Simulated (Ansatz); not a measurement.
Crystal: Al.

```xyz
2
Lattice="4.5467 0.0000 0.0000 -2.2734 3.9376 0.0000 0.0000 0.0000 2.7539" Properties=species:S:1:pos:R:3 pbc="T T T"
Al    0.0000    2.6251    1.3770
Al    2.2734    1.3125    1.3770
```

The cell was built by a generator and needn't be a form met in nature.

| Property | Result |
| --- | --- |
| Program | Ansatz 0.2.0 |
| Task | relaxation of cell and atoms |
| Functional | HSE06 |
| Potentials or basis | Ansatz PAW |
| Cutoff | 420 eV (not typed: the program's choice for these potentials) |
| k mesh | 4 × 4 × 5 |
| Occupations | fermi-dirac, width 0.05 eV |
| Spin | no spin polarisation |

At the start: volume 24.65 Å³/atom.

Problem. Where does the relaxation end?

Solution. It ends after 6 steps and the volume is 24.72 Å³/atom (+0.3 %); space group P6/mmm (No. 191, to 0.05 Å).

The path:
| step | energy change (eV) | largest force (eV/Å) | volume (Å³) |
| --- | --- | --- | --- |
| 1 | 0.0000 | 0.0000 | 49.30 |
| 2 | -0.0164 | 0.0000 | 49.77 |
| 3 | -0.0218 | 0.0000 | 49.99 |
| 4 | -0.0236 | 0.0000 | 49.35 |
| 5 | -0.0237 | 0.0000 | 49.44 |
| 6 | -0.0239 | 0.0000 | 49.44 |

Final structure:
```
Al
1.0
     4.48414    0.00000    0.00000
    -2.24207    3.88338    0.00000
     0.00000    0.00000    2.83934
Al
2
Direct
  0.33333 0.66667 0.50000
  0.66667 0.33333 0.50000
```

Caveat: the k mesh is coarse (spacing up to 0.46 Å⁻¹), so the values aren't converged, least of all with exact exchange; the plane-wave basis is chosen anew once the cell has moved, so the energies of steps on either side of that aren't comparable; the PAW data sets come from PBE, with cores solved anew for the run's functional, which leaves a small shift of forces and pressure.
